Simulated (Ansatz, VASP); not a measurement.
# Cross-check of MgO (Periclase) between VASP and Ansatz, part 2 of 2

One calculation is typed for both programs; each brings its own data sets and cutoff. How far apart do they land?

VASP 6.6.1 and Ansatz 0.2.0.

So far: The structure; VASP: G0W0 gap, PBE.

The database entry behind the starting cell differs from later determinations by our own check (about 0.1 % long), so it need not match the best structure at ambient conditions.

## 3. Ansatz: G0W0 gap, PBE

Level of this step: Ansatz beside VASP: Kohn-Sham DFT, plane waves, PBE, G0W0 (Ansatz).

Ansatz runs on its default PAW (the set named soft_2) files.

The same cell, functional and mesh now go to Ansatz, which takes its cutoff from its data sets.

File input.yaml:

```yaml
crystal:
  lattice:
    - [0.0, 2.1085, 2.1085]
    - [2.1085, 0.0, 2.1085]
    - [2.1085, 2.1085, 0.0]
  atoms:
    - { symbol: Mg, position: [0.0, 0.0, 0.0] }
    - { symbol: O, position: [0.5, 0.5, 0.5] }
hamiltonian:
  xc: pbe
  pseudopotentials: { kind: paw }
kpoints:
  mp_grid: { grid: [8, 8, 8] }
scf:
  occupations: { method: fixed }
gw:
  n_empty_bands: 44
  ecut_chi: 100.0
  qp_bands: [v2, c2]
  qp_kpoints: band_edges
  screening: { model: contour_deformation }
```

On the command line:

```
$ ansatz run input.yaml --threads 4 --pin off --max-ram 9216MiB --backend cpu --events-out ev --progress --plain --runs-dir out
```

Numbers of over 12 decimals in the logs are rounded to 6 here.

The log of the run:

```text
Engine: ansatz 0.2.0, aarch64-unknown-linux-gnu
Pseudopotentials: kind: paw
Pseudopotential: Mg, paw, valence charge 10, recommended cutoff 420 eV (normal), Mg.paw.azcp
Pseudopotential: O, paw, valence charge 6, recommended cutoff 420 eV (normal), O.paw.azcp
Functional definition: PBE
  parameter kappa = 0.804
  parameter beta = 0.066725
  exchange = pbe_x(kappa = kappa, mu = beta*pi^2/3)
  correlation = pbe_c(beta = beta)
Crystal: 2 atoms, lattice volume = 18.748 Å³
Basis set: ecut = 420 eV, 339 PW (Γ)
Bands: 12, of which v1, the nominal top of the filled ones, is band 8 counted from 1 (7 counted from 0)
Symmetry: 48 space group operations
Space group: Fm-3m (ITA 225), of the structure as read, at distance tolerance 2.7e-5 Å
k-points: 29 of 512
Non-local potential: Mg, projectors of the file, l = 0: 3, l = 1: 2, l = 2: 1
Non-local potential: O, projectors of the file, l = 0: 2, l = 1: 2, l = 2: 1
PAW form: soft (Blöchl's): semilocal exchange-correlation on the pseudo side does not see the compensation charge
PAW one-centre angular grid: Mg, 110 points (default); XC on 64 Gauss nodes
PAW one-centre angular grid: O, 110 points (default); XC on 64 Gauss nodes
Initial density: superposition of atomic densities (neutral atoms: chi_scale 0, normalization atom), corrected by the library's trained network
Initial wavefunctions: pseudopotential atomic-orbital guess
Functional: x = pbe(κ = 0.804, μ = 0.219515), c = pbe(β = 0.066725)
SCF iter   1: F=—  HF=-2494.132638 eV  |F-HF|=—  |Δ(HF+E_count)|=         —  Δρ=5.68e-4  dr2=7.18e-6  ethr=1.77e-3  ⟨swp⟩=4.6  Hψ=1815  notcnv=0  defer=47
preconditioner: auto → none  [insulator: Δε(μ)=4.708 eV  Ē_g=18.502 eV  n_scr=8 (ndim 8)  ℏωp=24.3 eV  f_vac=0.000  ε∞_Penn≈2.7]
SCF iter   2: F=—  HF=-2494.132683 eV  |F-HF|=—  |Δ(HF+E_count)|=   4.49e-5  Δρ=3.97e-4  dr2=1.29e-5  ethr=4.49e-8  ⟨swp⟩=3.6  Hψ=1020  notcnv=0  defer=56
SCF iter   3: F=—  HF=-2494.132700 eV  |F-HF|=—  |Δ(HF+E_count)|=   1.69e-5  Δρ=2.09e-4  dr2=1.59e-6  ethr=4.49e-8  ⟨swp⟩=2.3  Hψ=491  notcnv=0  defer=56
SCF iter   4: F=—  HF=-2494.132718 eV  |F-HF|=—  |Δ(HF+E_count)|=   1.77e-5  Δρ=6.66e-5  dr2=2.30e-7  ethr=9.97e-9  ⟨swp⟩=2.2  Hψ=575  notcnv=0  defer=56
iter 5 did not close the SCF: its close was put off for the readings that it lacked (scf_convergence_deferred on its scf_iter line)
SCF iter   5: F=-2494.132720 eV  HF=-2494.132720 eV  |F-HF|=5.86e-8  |Δ(HF+E_count)|=   2.17e-6  Δρ=2.39e-5  dr2=5.43e-8  ethr=1.44e-9  ⟨swp⟩=2.1  Hψ=471  notcnv=0  defer=56
SCF iter   6: F=-2494.132720 eV  HF=-2494.132720 eV  |F-HF|=1.58e-9  |Δ(HF+E_count)|=   2.55e-8  Δρ=4.02e-6  dr2=1.67e-9  ethr=3.39e-10  ⟨swp⟩=4.5  Hψ=1526  notcnv=0
SCF 1 converged in 6 iterations: F = -2494.132720 eV  dr2 = 1.67e-9
  greatest PAW one-centre occupation: 1.000 electrons in one spin orbital (limit 2), on the Mg atom at site 0 (counted from 0), in its partial waves of l = 0
NSCF: frozen V_eff on 29 k-points
G₀W₀ screening: q 1/29
G₀W₀ screening: q 2/29 (q-point 23)
G₀W₀ screening: q 3/29 (q-point 26)
G₀W₀ screening: q 4/29 (q-point 7)
G₀W₀ screening: q 5/29 (q-point 8)
G₀W₀ screening: q 6/29 (q-point 9)
G₀W₀ screening: q 7/29 (q-point 10)
G₀W₀ screening: q 8/29 (q-point 11)
G₀W₀ screening: q 9/29 (q-point 14)
G₀W₀ screening: q 10/29 (q-point 15)
G₀W₀ screening: q 11/29 (q-point 16)
G₀W₀ screening: q 12/29 (q-point 19)
G₀W₀ screening: q 13/29 (q-point 22)
G₀W₀ screening: q 14/29 (q-point 24)
G₀W₀ screening: q 15/29 (q-point 25)
G₀W₀ screening: q 16/29 (q-point 27)
G₀W₀ screening: q 17/29 (q-point 12)
G₀W₀ screening: q 18/29 (q-point 17)
G₀W₀ screening: q 19/29 (q-point 20)
G₀W₀ screening: q 20/29 (q-point 28)
G₀W₀ screening: q 21/29 (q-point 2)
G₀W₀ screening: q 22/29 (q-point 3)
G₀W₀ screening: q 23/29 (q-point 4)
G₀W₀ screening: q 24/29 (q-point 6)
G₀W₀ screening: q 25/29 (q-point 13)
G₀W₀ screening: q 26/29 (q-point 18)
G₀W₀ screening: q 27/29 (q-point 29)
G₀W₀ screening: q 28/29 (q-point 5)
G₀W₀ screening: q 29/29 (q-point 21)
G₀W₀ self-energy: k 1/14
G₀W₀ self-energy: k 2/14
G₀W₀ self-energy: k 3/14
G₀W₀ self-energy: k 4/14
G₀W₀ self-energy: k 5/14
G₀W₀ self-energy: k 6/14
G₀W₀ self-energy: k 7/14
G₀W₀ self-energy: k 8/14
G₀W₀ self-energy: k 9/14
G₀W₀ self-energy: k 10/14
G₀W₀ self-energy: k 11/14
G₀W₀ self-energy: k 12/14
G₀W₀ self-energy: k 13/14
G₀W₀ self-energy: k 14/14
SCF converged after 6 iterations
Free energy (F): -2494.132720 eV
Harris-Foulkes:  -2494.132720 eV  (|F-HF|=1.58e-9)
Internal energy: -2494.132720 eV  (E = F + TS)
E sigma→0 (E₀):  -2494.132720 eV
Fermi energy:    8.091352 eV
--- Per-component energies (eV) ---
  E_band       = -293.270718
  E_kinetic    = 255.749681
  E_local      = -1604.634866  (includes V_loc(G=0)·N_el)
  E_nonlocal   = 142.806727
  E_hartree    = 555.154077
  E_xc         = -105.260135
  E_vxc        = -134.890513  (∫ρ·V_xc dr)
  E_paw        = -450.093849  (= ΣΔE_a)
  E_vpaw       = -62.611098  (= ΣTr[D̂ρ^β])
  E_aug_tail   = 0.002520  (compensation charges beyond the density's cutoff)
  E_ewald      = -1287.856876
  E_smearing   = -0.000000  (= −TS)
  E_closure    = 0.000000  (closes the sum)
  Σ components = -2494.132720   (vs F -2494.132720, Δ=0.00e0)
--- Band table (eV; the first three rows and the last of 29) ---
  k-point 0: bands = [... 4 lower, -9.1430, 8.0914, 8.0914, 8.0914, 12.8005, 23.8928, 23.8928, 23.8928]
  k-point 1: bands = [... 4 lower, -8.9756, 7.1410, 7.9891, 7.9891, 13.7134, 22.2084, 24.2478, 24.2478]
  k-point 2: bands = [... 4 lower, -8.5420, 5.4463, 7.7543, 7.7543, 15.1633, 20.6568, 24.7387, 24.7387]
  k-point 28: bands = [... 4 lower, -7.5523, 5.1701, 5.1701, 6.3329, 19.7290, 19.7290, 20.2311, 23.5854]
--- G₀W₀: contour deformation, 6 samples at zero and on the imaginary axis and 4 off it, 512 q-points, 44 empty bands' worth ---
  eigenvalues of the whole cell's RPA ε∞ on this k-mesh (on a slab, of 1 + 4πα/V) = 3.0514, 3.0514, 3.0514; static W/v taken at q = 0 is 0.327717
  gw.qp_kpoints: band_edges: 14 of 29 stored k-points solved, in 1 pass; an edge of the gap read off the rows below is read off those points alone
    valence top: of the k-points left out ik 12 came nearest to being solved in a further pass, in band 7 (counted from 1, as in the quasiparticle table): it holds the edge there only if its correction is more favourable than any solved in that band by at least 0.729 eV; those differ by 0.500 eV
    conduction bottom: of the k-points left out ik 12 came nearest to being solved in a further pass, in band 9 (counted from 1, as in the quasiparticle table): it holds the edge there only if its correction is more favourable than any solved in that band by at least 3.095 eV; those differ by 0.751 eV
    ik  band        ε_KS         Σx   Σc(E_QP)       V_xc       Z   E_QP_lin       E_QP  E_QP is
     0     7      8.0914   -26.4058     4.3671   -20.9097  0.7929     6.9508     6.9624  root
     0     8      8.0914   -26.4058     4.3671   -20.9097  0.7929     6.9508     6.9624  root
     0     9     12.8005   -10.0792    -3.5970   -14.7718  0.8489    13.9028    13.8962  root
     0    10     23.8928    -3.6818    -4.7719    -9.5586  0.8343    25.0110    24.9976  root
     1     7      7.9891   -26.3027     4.3891   -20.7620  0.7924     6.8252     6.8374  root
     1     8      7.9891   -26.3027     4.3891   -20.7620  0.7924     6.8252     6.8374  root
     1     9     13.7134   -10.8990    -3.5349   -15.6474  0.8418    14.9355    14.9269  root
     1    10     22.2084    -4.0688    -4.7507    -9.8858  0.8313    23.2870    23.2747  root
     2     7      7.7543   -26.0751     4.4382   -20.4352  0.7914     6.5388     6.5526  root
     2     8      7.7543   -26.0751     4.4382   -20.4352  0.7914     6.5388     6.5526  root
     2     9     15.1633   -10.1856    -3.8315   -15.3335  0.8380    16.4915    16.4797  root
     2    10     20.6568    -6.0906    -4.6816   -12.0751  0.8256    21.9763    21.9596  root
     3     7      7.5332   -25.8741     4.4826   -20.1466  0.7903     6.2731     6.2883  root
     3     8      7.5332   -25.8741     4.4826   -20.1466  0.7903     6.2731     6.2883  root
     3     9     15.8872    -7.9485    -4.0456   -13.1462  0.8456    17.0485    17.0393  root
     3    10     20.4446    -9.2812    -4.8712   -15.9015  0.8044    22.2280    22.1937  root
     4     7      7.4450   -25.7978     4.5000   -20.0368  0.7899     6.1683     6.1841  root
     4     8      7.4450   -25.7978     4.5000   -20.0368  0.7899     6.1683     6.1841  root
     4     9     15.9872    -7.0265    -4.0758   -12.1528  0.8501    17.0453    17.0378  root
     4    10     20.6638   -10.6359    -5.0587   -17.6474  0.7937    22.6678    22.6166  root
     5     7      7.8619   -26.1901     4.4013   -20.6072  0.7922     6.6672     6.6803  root
     5     8      7.8619   -26.1901     4.4013   -20.6072  0.7922     6.6672     6.6803  root
     5     9     14.0091   -11.1366    -3.5404   -15.9395  0.8394    15.2811    15.2715  root
     5    10     21.7078    -3.4570    -4.6552    -9.0784  0.8385    22.6837    22.6740  root
[...]
24     7      6.4170   -24.8490     4.5517   -18.8441  0.7873     4.9402     4.9639  root
    24     8      6.8589   -25.3258     4.5382   -19.4143  0.7883     5.4656     5.4857  root
    24     9     18.3456    -9.6204    -4.4389   -15.6638  0.8268    19.9740    19.9500  root
    24    10     18.4938    -5.2609    -4.2642   -10.6108  0.8440    19.5888    19.5795  root
    28     7      5.1701   -23.8289     4.6872   -17.5130  0.7807     3.5060     3.5415  root
    28     8      6.3329   -24.6960     4.5486   -18.6981  0.7863     4.8598     4.8837  root
    28     9     19.7290    -7.8726    -4.5679   -13.9432  0.8194    21.2554    21.2317  root
    28    10     19.7290    -7.8726    -4.5679   -13.9432  0.8194    21.2554    21.2317  root
```

Elapsed: 13 s, on 4 threads of Arm Neoverse V2, shared host; peak memory 0.28 GiB.

Reading the cycles: dr2 is the Hartree energy of the density residual (eV), the measure of convergence; HF is the Harris–Foulkes estimate of the energy, which meets the free energy F at convergence.

## 4. Differences

Known differences besides the potentials themselves: the two programs' PAW sets differ in cores and partial waves; the data sets hold 16 valence electrons in Ansatz (default PAW (the set named soft_2) files) and 8 in VASP; the cutoff is 420 eV in Ansatz and 440 eV in VASP; VASP leaves aspherical gradient terms in its spheres out (LASPH is not set), Ansatz keeps them; Ansatz integrates over frequency by contour deformation, VASP on a grid of NOMEGA points. Total energies have different zeros and are not compared.

Both answers:

| quantity | Ansatz | VASP | difference |
| --- | --- | --- | --- |
| G0W0 gap on the mesh (eV) | 6.95 | 7.02 | -0.07 |
| PBE gap under it (eV) | 4.71 | 4.69 | +0.02 |

## 5. What came out

```yaml
difference_in_g0w0_gap_on_the_mesh_g0w0_gap_pbe: -0.071 eV
```

**Reading.** The difference in G0W0 gap on the mesh is -0.071 eV (G0W0 gap, PBE), within the 0.15 eV picked in this series as the mark of a large difference. How closely two codes agree says nothing of how well the functional describes the real material.

[Lines on the potential files, build, host, timing and source positions are cut from VASP's logs without a mark.]

[Logs are printed without paths, hosts, clocks, repeated set-up lines and the standing remarks that a program may print on its own settings, such as how far it seeks lower states.]

[Hosts, paths, dates, database ids (printed as entryN), source tags and the programs' standing remarks are cut or masked in the printed files.]
